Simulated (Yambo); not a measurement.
# BN (P6_3mc) in Yambo: further runs

The runs below take BN through Hartree-Fock levels, G0W0 quasiparticle levels, with PBE.

Everything below comes from runs of Yambo 5.3.0. Logs are shortened: lines on timing, memory, paths and dates and some standing lists are left out, and cuts for length are marked.

### Step 1. Starting point

It takes space group P6_3mc (No. 186, hexagonal). The conventional cell has a = 2.554 Å, b = 2.554 Å, c = 4.227 Å, α = 90.00°, β = 90.00°, γ = 120.00°. N (site symmetry 3m) has 4 B at 1.57 to 1.58 Å as nearest neighbours. Around B (site symmetry 3m) lie 4 N at 1.57 to 1.58 Å.

Measurements of this composition are mostly on another form, of space group No. 194.

### Step 2. Hartree-Fock levels, PBE

hf1.in

```
rim_cut
HF_and_locXC
RandQpts= 1000000
RandGvec= 50 RL
EXXRLvcs= 84 Ry
VXCRLvcs= 84 Ry
% QPkrange
 1 | 24 | 8 | 10 |
%
```

scf.in

```
&CONTROL
  calculation = 'scf'
  prefix = 'pwscf'
  outdir = './tmp'
  pseudo_dir = './pseudo'
/
&SYSTEM
  ibrav = 0
  A = 2.5539396
  nat = 4
  ntyp = 2
  ecutwfc = 84
  nbnd = 14
  occupations = 'smearing'
  smearing = 'fd'
  degauss = 0.00367493
  force_symmorphic = .true.
/
&ELECTRONS
  conv_thr = 8d-10
  electron_maxstep = 120
  mixing_beta = 0.5
/
ATOMIC_SPECIES
N     14.0070 N.upf
B     10.8100 B.upf
CELL_PARAMETERS alat
   1.0000000007    0.0000000000    0.0000000000
  -0.5000000004    0.8660254044    0.0000000000
   0.0000000000    0.0000000000    1.6550332670
ATOMIC_POSITIONS alat
N     -0.0000000001    0.5773502696    0.2073359476
N      0.5000000004    0.2886751348    1.0348525811
B     -0.0000000001    0.5773502696    0.8270598443
B      0.5000000004    0.2886751348    1.6545764779
K_POINTS automatic
12 12 6 0 0 0
```

nscf.in

```
&CONTROL
  calculation = 'nscf'
  prefix = 'pwscf'
  outdir = './tmp'
  pseudo_dir = './pseudo'
/
&SYSTEM
  ibrav = 0
  A = 2.5539396
  nat = 4
  ntyp = 2
  ecutwfc = 84
  nbnd = 208
  occupations = 'fixed'
  force_symmorphic = .true.
/
&ELECTRONS
  conv_thr = 1d-08
  diago_full_acc = .true.
  diago_thr_init = 1d-06
/
ATOMIC_SPECIES
N     14.0070 N.upf
B     10.8100 B.upf
CELL_PARAMETERS alat
   1.0000000007    0.0000000000    0.0000000000
  -0.5000000004    0.8660254044    0.0000000000
   0.0000000000    0.0000000000    1.6550332670
ATOMIC_POSITIONS alat
N     -0.0000000001    0.5773502696    0.2073359476
N      0.5000000004    0.2886751348    1.0348525811
B     -0.0000000001    0.5773502696    0.8270598443
B      0.5000000004    0.2886751348    1.6545764779
K_POINTS automatic
6 6 4 0 0 0
```

Potentials or basis: PseudoDojo 0.4.1 SR PBE standard.

Launch:

```
$ OMP_NUM_THREADS=1 pw.x -in scf.in > scf.out
$ OMP_NUM_THREADS=1 pw.x -in nscf.in > nscf.out
$ cd tmp/pwscf.save; p2y; mv SAVE ../..; cd ../..
$ OMP_NUM_THREADS=1 yambo
$ mkdir -p hf1; ln -s $PWD/g0w00/ndb.RIM hf1/
$ OMP_NUM_THREADS=1 yambo -F hf1.in -J hf1 -C hf1_out
```

Yambo's report:

```text
[... sections 02.01 to 02.04 as in the set-up run ...]

  [02.05] Energies & Occupations
  ==============================

  [X] === General ===
  [X] Electronic Temperature                        :  0.000000  0.000000 [eV K]
  [X] Bosonic    Temperature                        :  0.000000  0.000000 [eV K]
  [X] Finite Temperature mode                       : no
  [X] El. density                                   :  0.67012E+24 [cm-3]
  [X] Fermi Level                                   :  11.14378 [eV]

  [X] === Gaps and Widths ===
  [X] Conduction Band Min                           :  5.272070 [eV]
  [X] Valence Band Max                              :  0.000000 [eV]
  [X] Filled Bands                                  :   8
  [X] Empty Bands                                   :    9  208
  [X] Direct Gap                                    :  8.315589 [eV]
  [X] Direct Gap localized at k                     :   4
  [X] Indirect Gap                                  :  5.272070 [eV]
  [X] Indirect Gap between kpts                     :   1  19
  [X] Last valence band width                       :  5.366642 [eV]
  [X] 1st conduction band width                     :  4.196037 [eV]

 [03] Transferred momenta grid and indexing
 ==========================================

 IBZ Q-points                                      :  24
 BZ  Q-points                                      :  144

 K/Q-points units:
 rlu = crystal or reduced units; cc = cartesian coordinates; iku = interal k-units

 Q [ 1]         [rlu]:  0.000000  0.000000  0.000000
 Q [ 2]         [rlu]:  0.000000  0.000000  0.250000
 Q [ 3]         [rlu]:  0.000000  0.000000 -0.500000
 Q [ 4]         [rlu]: -0.79030E-17  0.16667       0.0000
 Q [ 5]         [rlu]: -0.79030E-17  0.16667      0.25000
 Q [ 6]         [rlu]: -0.79030E-17  0.16667     -0.50000
 Q [ 7]         [rlu]: -0.15806E-16  0.33333       0.0000
 Q [ 8]         [rlu]: -0.15806E-16  0.33333      0.25000
 Q [ 9]         [rlu]: -0.15806E-16  0.33333     -0.50000
 Q [10]         [rlu]:  0.23709E-16 -0.50000       0.0000
 Q [11]         [rlu]:  0.23709E-16 -0.50000      0.25000
 Q [12]         [rlu]:  0.23709E-16 -0.50000     -0.50000
 Q [13]         [rlu]:  0.166667  0.166667  0.000000
 Q [14]         [rlu]:  0.166667  0.166667  0.250000
 Q [15]         [rlu]:  0.166667  0.166667 -0.500000
 Q [16]         [rlu]:  0.166667  0.333333  0.000000
 Q [17]         [rlu]:  0.166667  0.333333  0.250000
 Q [18]         [rlu]:  0.166667  0.333333 -0.500000
 Q [19]         [rlu]:  0.333333  0.333333  0.000000
 Q [20]         [rlu]:  0.333333  0.333333  0.250000
 Q [21]         [rlu]:  0.333333  0.333333 -0.500000
 Q [22]         [rlu]:  0.79030E-17 -0.16667      0.25000
 Q [23]         [rlu]:  0.15806E-16 -0.33333      0.25000
 Q [24]         [rlu]: -0.166667 -0.333333  0.250000

 [04] Coloumb potential Random Integration (RIM)
 ===============================================

 Summary of Coulomb integrals for non-metallic bands |Q|[au] RIM/Bare

 Q [1] 0.100000E-4 0.986718 * Q [2] 0.196654 0.985883
 Q [4] 0.250547 1.087928 * Q [5] 0.318507 1.046917
 Q [22] 0.318507 1.048233 * Q [3] 0.393309 1.004933
 Q [13] 0.433959 1.031483 * Q [6] 0.466332 1.013072
 Q [14] 0.476439 1.024017 * Q [7] 0.501093 1.023836
 Q [23] 0.538300 1.020111 * Q [8] 0.538300 1.019335
 Q [15] 0.585673 1.012737 * Q [9] 0.637013 1.011777
 Q [16] 0.662884 1.014572 * Q [24] 0.691439 1.013439
 Q [17] 0.691439 1.012919 * Q [10] 0.751640 1.012278
 Q [18] 0.770783 1.009522 * Q [11] 0.776940 1.011237
 Q [12] 0.848324 1.008834 * Q [19] 0.867919 1.009419
 Q [20] 0.889919 1.008820 * Q [21] 0.952877 1.007381

 [05] Local Exchange-Correlation + Non-Local Fock
 ================================================

 [VXC] Plane waves :  2105
 [EXS] Plane waves :  2105

 QP @ state[ 1 ] K range:   1  24
 QP @ state[ 1 ] b range:   8  10

 [WF-HF/Rho loader] Normalization (few states)  min/max  :  0.37096E-16   1.0000

 [xc] Functional : Perdew, Burke & Ernzerhof(X)+Perdew, Burke & Ernzerhof(C)
 [xc] LIBXC used to calculate xc functional
  PP Number of Atomic Species                      :  2
  NLCC RL compoments                               :  16733
  PP Number of Atomic Species                      :  2
  NLCC RL compoments                               :  16733
 [WR./hf1//ndb.HF_and_locXC]-----------------------------------------------------
  Brillouin Zone Q/K grids (IBZ/BZ)                :   24  144   24  144
  RL vectors                                       :  2779 [WF]
  Fragmentation                                    : no
  Electronic Temperature                           :  0.000000 [K]
  Bosonic    Temperature                           :  0.000000 [K]
  Green`s function   wavefunctions                 : Perdew, Burke & Ernzerhof(X)+Perdew, Burke & Ernzerhof(C)
  Total number of QP states                        :   72
  Exchange RL vectors                              :  2105
  Exchange summation bands                         :   8
  RIM RL components                                :   55
  RIM random points                                :  1000000

 [xc] E_xc :  -7.444167 [Ha]
      E_xc :  -14.88833 [Ry]

  Local XC kind (lXC) : Perdew, Burke & Ernzerhof(X)+Perdew, Burke & Ernzerhof(C)
  Non-Local XC kind (nlXC) : Hartree-Fock

  Corrections @ K [1] :  [eV]
 <8|nlXC|8> = -22.13370  0.71991E-17 <8|lXC|8> = -18.60325  0.94408E-16
 <9|nlXC|9> = -6.974980  0.13404E-17 <9|lXC|9> = -13.48442  0.000000
 <10|nlXC|10> = -6.974981  0.21676E-18 <10|lXC|10> = -13.48442  0.18882E-15

  Corrections @ K [2] :  [eV]
 <8|nlXC|8> = -22.00235 -0.11138E-16 <8|lXC|8> = -18.36336  0.000000
 <9|nlXC|9> = -7.049297 -0.60747E-18 <9|lXC|9> = -13.65849  0.18882E-15
 <10|nlXC|10> = -7.049298 -0.12903E-17 <10|lXC|10> = -13.65849  0.000000

  Corrections @ K [3] :  [eV]
 <8|nlXC|8> = -21.82711  0.67490E-17 <8|lXC|8> = -17.94337  0.18882E-15
 <9|nlXC|9> = -7.867276 -0.14028E-18 <9|lXC|9> = -14.39754  0.18882E-15
 <10|nlXC|10> = -7.867266 -0.19426E-17 <10|lXC|10> = -14.39754  0.28323E-15

  Corrections @ K [4] :  [eV]
 <8|nlXC|8> = -21.96377 -0.38925E-17 <8|lXC|8> = -18.25582  0.000000
 <9|nlXC|9> = -7.201516 -0.32555E-17 <9|lXC|9> = -13.30485  0.14161E-15
 <10|nlXC|10> = -7.342709 -0.53688E-18 <10|lXC|10> = -14.12768  0.000000

  Corrections @ K [5] :  [eV]
 <8|nlXC|8> = -21.80426  0.10465E-16 <8|lXC|8> = -17.97122 -0.37763E-15
 <9|nlXC|9> = -7.353669 -0.51052E-18 <9|lXC|9> = -13.43614  0.18882E-15
 <10|nlXC|10> = -7.227402 -0.21564E-17 <10|lXC|10> = -13.91813  0.000000

  Corrections @ K [6] :  [eV]
 <8|nlXC|8> = -21.62225  0.10359E-16 <8|lXC|8> = -17.50448 -0.18882E-15
 <9|nlXC|9> = -7.405205  0.84160E-18 <9|lXC|9> = -13.73333  0.47204E-16
 <10|nlXC|10> = -7.405216 -0.13695E-17 <10|lXC|10> = -13.73333  0.000000

  Corrections @ K [7] :  [eV]
 <8|nlXC|8> = -21.82715  0.10628E-16 <8|lXC|8> = -17.76701 -0.18882E-15
 <9|nlXC|9> = -7.305556 -0.89324E-18 <9|lXC|9> = -13.01678 -0.47204E-16
 <10|nlXC|10> = -7.564475 -0.19959E-17 <10|lXC|10> = -13.94013 -0.94408E-16

  Corrections @ K [8] :  [eV]
 <8|nlXC|8> = -21.68516  0.12674E-16 <8|lXC|8> = -17.47588  0.18882E-15
 <9|nlXC|9> = -7.478756  0.20583E-17 <9|lXC|9> = -13.15183 -0.11801E-15
 <10|nlXC|10> = -7.228934  0.78149E-18 <10|lXC|10> = -13.33889  0.000000

  Corrections @ K [9] :  [eV]
 <8|nlXC|8> = -21.55991 -0.11029E-17 <8|lXC|8> = -17.01793 -0.21242E-15
 <9|nlXC|9> = -7.494315 -0.39710E-17 <9|lXC|9> = -13.31195  0.14161E-15
 <10|nlXC|10> = -7.494333  0.43297E-18 <10|lXC|10> = -13.31195 -0.11801E-16

  Corrections @ K [10] :  [eV]
 <8|nlXC|8> = -21.82113  0.14661E-16 <8|lXC|8> = -17.59981  0.28323E-15
 <9|nlXC|9> = -7.029687  0.13935E-17 <9|lXC|9> = -12.63462  0.000000
 <10|nlXC|10> = -8.257322  0.70788E-18 <10|lXC|10> = -14.18930  0.33043E-15

  Corrections @ K [11] :  [eV]
 <8|nlXC|8> = -21.68830 -0.58375E-17 <8|lXC|8> = -17.31115 -0.94408E-16
 <9|nlXC|9> = -7.971319  0.17658E-18 <9|lXC|9> = -13.59590  0.94408E-16
 <10|nlXC|10> = -7.044488 -0.30177E-17 <10|lXC|10> = -12.72590 -0.94408E-16

  Corrections @ K [12] :  [eV]
 <8|nlXC|8> = -21.72978 -0.18840E-16 <8|lXC|8> = -17.05961  0.000000
 <9|nlXC|9> = -7.413865  0.26918E-17 <9|lXC|9> = -13.06863 -0.47204E-16
 <10|nlXC|10> = -7.413866  0.21191E-17 <10|lXC|10> = -13.06863  0.23602E-16

  Corrections @ K [13] :  [eV]
 <8|nlXC|8> = -21.41060  0.28717E-17 <8|lXC|8> = -17.42223 -0.18882E-15
 <9|nlXC|9> = -7.124462  0.77278E-18 <9|lXC|9> = -13.41506  0.000000
 <10|nlXC|10> = -7.331148 -0.61423E-18 <10|lXC|10> = -13.70811  0.000000

  Corrections @ K [14] :  [eV]
 <8|nlXC|8> = -21.58661 -0.13246E-16 <8|lXC|8> = -17.48956  0.000000
 <9|nlXC|9> = -7.604615  0.21005E-17 <9|lXC|9> = -13.78655 -0.47204E-16
 <10|nlXC|10> = -7.599394 -0.18811E-18 <10|lXC|10> = -14.00987 -0.94408E-16

  Corrections @ K [15] :  [eV]
 <8|nlXC|8> = -21.21418 -0.16223E-17 <8|lXC|8> = -16.67959  0.94408E-16
 <9|nlXC|9> = -8.075927 -0.18415E-18 <9|lXC|9> = -14.28959  0.47204E-16
 <10|nlXC|10> = -8.075931  0.25788E-17 <10|lXC|10> = -14.28959 -0.14161E-15

  Corrections @ K [16] :  [eV]
 <8|nlXC|8> = -21.63537  0.10093E-16 <8|lXC|8> = -16.97295 -0.28323E-15
 <9|nlXC|9> = -7.077654 -0.84587E-18 <9|lXC|9> = -12.66628  0.000000
 <10|nlXC|10> = -7.196002  0.42064E-19 <10|lXC|10> = -13.59872 -0.12539E-16

  Corrections @ K [17] :  [eV]
 <8|nlXC|8> = -21.46348 -0.32693E-17 <8|lXC|8> = -17.05836  0.18882E-15
 <9|nlXC|9> = -7.576161  0.34596E-17 <9|lXC|9> = -13.33736  0.47204E-16
 <10|nlXC|10> = -7.274412  0.20085E-18 <10|lXC|10> = -13.68418 -0.11801E-16

  Corrections @ K [18] :  [eV]
 <8|nlXC|8> = -21.59104  0.10315E-16 <8|lXC|8> = -17.05170  0.94408E-16
 <9|nlXC|9> = -7.704913  0.19898E-17 <9|lXC|9> = -13.73984  0.000000
 <10|nlXC|10> = -7.704935  0.49542E-20 <10|lXC|10> = -13.73984 -0.70806E-16

  Corrections @ K [19] :  [eV]
 <8|nlXC|8> = -21.35362 -0.20911E-16 <8|lXC|8> = -16.10511  0.94408E-16
 <9|nlXC|9> = -6.609564  0.15832E-17 <9|lXC|9> = -11.81433  0.000000
 <10|nlXC|10> = -7.606807 -0.64648E-19 <10|lXC|10> = -15.81352  0.000000

  Corrections @ K [20] :  [eV]
 <8|nlXC|8> = -21.55223  0.70506E-17 <8|lXC|8> = -16.74080  0.94408E-16
 <9|nlXC|9> = -6.875665 -0.23908E-18 <9|lXC|9> = -12.46651 -0.94408E-16
 <10|nlXC|10> = -7.580196 -0.20250E-17 <10|lXC|10> = -14.55116  0.11801E-16

  Corrections @ K [21] :  [eV]
 <8|nlXC|8> = -21.70535  0.18367E-17 <8|lXC|8> = -17.23582 -0.23602E-15
 <9|nlXC|9> = -7.480611  0.14158E-17 <9|lXC|9> = -13.89233 -0.11063E-16
 <10|nlXC|10> = -7.480607  0.65294E-18 <10|lXC|10> = -13.89233 -0.47204E-16

  Corrections @ K [22] :  [eV]
 <8|nlXC|8> = -21.80427 -0.87483E-17 <8|lXC|8> = -17.97122 -0.18882E-15
 <9|nlXC|9> = -7.353684 -0.42414E-18 <9|lXC|9> = -13.43614 -0.94408E-16
 <10|nlXC|10> = -7.227415  0.36985E-18 <10|lXC|10> = -13.91813  0.000000

  Corrections @ K [23] :  [eV]
 <8|nlXC|8> = -21.68516 -0.70517E-17 <8|lXC|8> = -17.47588 -0.18882E-15
 <9|nlXC|9> = -7.478769  0.35462E-18 <9|lXC|9> = -13.15183 -0.94408E-16
 <10|nlXC|10> = -7.228948 -0.20355E-17 <10|lXC|10> = -13.33889  0.94408E-16

  Corrections @ K [24] :  [eV]
 <8|nlXC|8> = -21.46348 -0.37215E-17 <8|lXC|8> = -17.05836  0.18882E-15
 <9|nlXC|9> = -7.576167  0.21120E-17 <9|lXC|9> = -13.33736 -0.23602E-16
 <10|nlXC|10> = -7.274405  0.40743E-18 <10|lXC|10> = -13.68418 -0.18882E-15

  [05.01] Hartree-Fock occupations report
  =======================================

  [Hartree-Fock] === General ===
  [Hartree-Fock] Electronic Temperature             :  0.000000  0.000000 [eV K]
  [Hartree-Fock] Bosonic    Temperature             :  0.000000  0.000000 [eV K]
  [Hartree-Fock] Finite Temperature mode            : no
  [Hartree-Fock] El. density                        :  0.67012E+24 [cm-3]
  [Hartree-Fock] Fermi Level                        :  11.14378 [eV]

  [Hartree-Fock] === Gaps and Widths ===
  [Hartree-Fock] Conduction Band Min                :  10.47684 [eV]
  [Hartree-Fock] Valence Band Max                   : -3.530455 [eV]
  [Hartree-Fock] Filled Bands                       :   8
  [Hartree-Fock] Empty Bands                        :    9  208
  [Hartree-Fock] Direct Gap                         :  18.12686 [eV]
  [Hartree-Fock] Direct Gap localized at k          :   4
  [Hartree-Fock] Indirect Gap                       :  14.00729 [eV]
  [Hartree-Fock] Indirect Gap between kpts          :   1  19
  [Hartree-Fock] Last valence band width            :  7.084699 [eV]
  [Hartree-Fock] 1st conduction band width          :  5.521530 [eV]
```

Wall time 2.7 min (1 thread of Arm Neoverse V2, shared host); peak memory 0.27 GiB.

Results:

```
Band gap on the k mesh, mean-field level          : 5.27 eV, indirect (least direct gap 8.32 eV)
Quasiparticle gap                                 : 14.01 eV
Least direct quasiparticle gap                    : 18.13 eV
Quasiparticle gap at Γ                            : 18.43 eV
Band gap of the same states before the correction : 5.27 eV
```

Quasiparticle terms (eV):
| k point | band | Kohn-Sham level | Vxc | Σx | Σc | Z | result |
| --- | --- | --- | --- | --- | --- | --- | --- |
| (0.000, 0.000, 0.000) | 8 | 0.00 | -18.60 | -22.13 | - | - | -3.53 |
| (0.000, 0.000, 0.000) | 9 | 8.39 | -13.48 | -6.97 | - | - | 14.90 |
| (0.000, 0.000, 0.000) | 10 | 8.39 | -13.48 | -6.97 | - | - | 14.90 |
| (0.000, 0.000, 0.250) | 8 | -0.37 | -18.36 | -22.00 | - | - | -4.01 |
| (0.000, 0.000, 0.250) | 9 | 8.83 | -13.66 | -7.05 | - | - | 15.44 |
| (0.000, 0.000, 0.250) | 10 | 8.83 | -13.66 | -7.05 | - | - | 15.44 |
| (0.000, 0.000, -0.500) | 8 | -1.16 | -17.94 | -21.83 | - | - | -5.05 |
| (0.000, 0.000, -0.500) | 9 | 9.47 | -14.40 | -7.87 | - | - | 16.00 |
| (0.000, 0.000, -0.500) | 10 | 9.47 | -14.40 | -7.87 | - | - | 16.00 |
| (0.000, 0.167, 0.000) | 8 | -0.59 | -18.26 | -21.96 | - | - | -4.29 |
| (0.000, 0.167, 0.000) | 9 | 7.73 | -13.30 | -7.20 | - | - | 13.83 |
| (0.000, 0.167, 0.000) | 10 | 9.22 | -14.13 | -7.34 | - | - | 16.00 |
| (0.000, 0.167, 0.250) | 8 | -1.04 | -17.97 | -21.80 | - | - | -4.87 |
| (0.000, 0.167, 0.250) | 9 | 7.79 | -13.44 | -7.35 | - | - | 13.87 |
| (0.000, 0.167, 0.250) | 10 | 9.44 | -13.92 | -7.23 | - | - | 16.13 |
| (0.000, 0.167, -0.500) | 8 | -1.97 | -17.50 | -21.62 | - | - | -6.09 |
| (0.000, 0.167, -0.500) | 9 | 8.73 | -13.73 | -7.41 | - | - | 15.06 |
| (0.000, 0.167, -0.500) | 10 | 8.73 | -13.73 | -7.41 | - | - | 15.06 |
| (0.000, 0.333, 0.000) | 8 | -1.64 | -17.77 | -21.83 | - | - | -5.70 |
| (0.000, 0.333, 0.000) | 9 | 7.01 | -13.02 | -7.31 | - | - | 12.72 |

Caveat: the k mesh is coarse (spacing up to 0.47 Å⁻¹), so the values aren't converged.

(Continued in part 2 of 2.)
